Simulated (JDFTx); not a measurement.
Crystal: NaCl.

```
Cl Na
1.0
     3.50219    0.00000    0.00000
     0.00000    3.50219    0.00000
     0.00000    0.00000    3.50219
Cl Na
1 1
Direct
  0.50000 0.50000 0.50000
  0.00000 0.00000 0.00000
```

Measurements of this composition are mostly on another form, of space group No. 225.

Base run:

- Program: JDFTx 1.7.0 (patched build)
- Functional: r2SCAN
- Potentials or basis: SG15-PBE-1.2
- Cutoff: 1088 eV
- Density cutoff: 8708 eV
- k mesh: 8 × 8 × 8
- Occupations: fermi-dirac, width 0.05 eV
- Spin: no spin polarisation

Its results: band gap on the k mesh 4.75 eV, indirect (least direct gap 5.25 eV); pressure -0.8 GPa.

Q: The run is repeated on the same cell with these changes: functional from r2SCAN to PBE; potentials or basis from SG15-PBE-1.2 to PseudoDojo-SR-PBE-0.5-standard; cutoff from 1088 eV to 1197 eV; density cutoff from 8708 eV to 9578 eV. What comes out?

A: Band gap on the k mesh 3.98 eV, indirect (least direct gap 4.47 eV); pressure 0.1 GPa.

Caveats: the potentials were made for another functional, which shifts forces and pressure (some runs).

A k mesh can miss the band edges.
